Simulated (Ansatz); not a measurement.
```xyz
2
Lattice="0.0000 3.0955 3.0955 3.0955 0.0000 3.0955 3.0955 3.0955 0.0000" Properties=species:S:1:pos:R:3 pbc="T T T"
Ba    0.0000    0.0000    0.0000
S     3.0955    3.0955    3.0955
```

RPA correlation and exact exchange on PBE orbitals, hard PAW set made for 700 eV (Ansatz); 4×4×4 mesh, wave cutoff 700 eV, correlation extrapolated to infinite response cutoff from cutoffs up to 280 eV, 26 electrons, all correlated, 406 empty bands, long-wavelength term: optical limit. No spin-orbit coupling. The band count ends below the top response cutoff.

The cell is then scaled evenly to 1.128 times this volume.

Energy change of the cell: PBE -0.122 eV (mean pressure +2.6 GPa); the Hartree-Fock expression on these orbitals -0.371 eV (mean pressure +7.8 GPa).

Problem. What change follows for RPA correlation and the RPA total?

Solution. RPA correlation: +0.312 eV (mean pressure -6.6 GPa). The RPA total: -0.059 eV (mean pressure +1.2 GPa).

This ran on a trial build of the method. The cell is a model at fixed atoms and needn't be the relaxed known crystal. The correlation step scatters with the plane-wave count, here by about 0.01 eV. The mesh is coarse, so these steps aren't converged.
